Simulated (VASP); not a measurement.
Here is a VASP 6.6.1 calculation.

File POSCAR:

```
CdTe
1.0
    0.0000000000      3.2678590959      3.2678590959
    3.2678590959      0.0000000000      3.2678590959
    3.2678590959      3.2678590959      0.0000000000
Te Cd
1 1
Direct
    0.7500000000      0.7500000000      0.7500000000
    0.0000000000      0.0000000000      0.0000000000
```

File INCAR.step1:

```
SYSTEM = CdTe
PREC = Accurate
ENCUT = 520
ISMEAR = -1
SIGMA = 0.05
LREAL = .FALSE.
LASPH = .TRUE.
NELM = 100
NBANDS = 16
GGA = PE
ALGO = Normal
EDIFF = 1E-4
LWAVE = .TRUE.
LCHARG = .FALSE.
```

File INCAR.step2:

```
SYSTEM = CdTe
PREC = Accurate
ENCUT = 520
EDIFF = 1E-6
ISMEAR = -1
SIGMA = 0.05
LREAL = .FALSE.
LASPH = .TRUE.
NELM = 100
ALGO = Normal
ISIF = 2
LWAVE = .FALSE.
LCHARG = .FALSE.
METAGGA = R2SCAN
LMIXTAU = .TRUE.
IVDW = 12
VDW_S6 = 1.0
VDW_S8 = 0.78981345
VDW_A1 = 0.49484001
VDW_A2 = 5.73083694
NBANDS = 16
ISTART = 1
```

File KPOINTS:

```
regular mesh
0
G
  7 7 7
  0 0 0
```

Potentials or basis: VASP PAW PBE potentials, release 64 (Te, Cd).

Run with:

```sh
$ cat potpaw_PBE.64/Te/POTCAR potpaw_PBE.64/Cd/POTCAR > POTCAR
$ cp INCAR.step1 INCAR
$ mpirun -np 1 vasp_std > vasp.out
$ cp INCAR.step2 INCAR
$ mpirun -np 1 vasp_std > vasp.out
```

(1) Predict the pressure.

(2) Predict the band gap on the k mesh.

## Answers

(1) -0.2 GPa.

(2) 1.19 eV, direct.

Caveat: the PAW data sets were made with another functional, which shifts forces and pressure a little; spin-orbit coupling is left out, which moves the levels of the heavy elements.

**The experiment to reproduce.**

A printed reference work, data compilation reports, for a bulk crystal of CdTe at 0 K: band gap 1.607 eV.

Measured gap of CdTe: 1.607 eV (0 K; a printed reference work, data compilation). This calculation gives 1.19 eV (-0.42 eV). Spin-orbit coupling on Cd, Te is left out. The value is that of r2SCAN+D3(BJ), without temperature or zero-point motion.
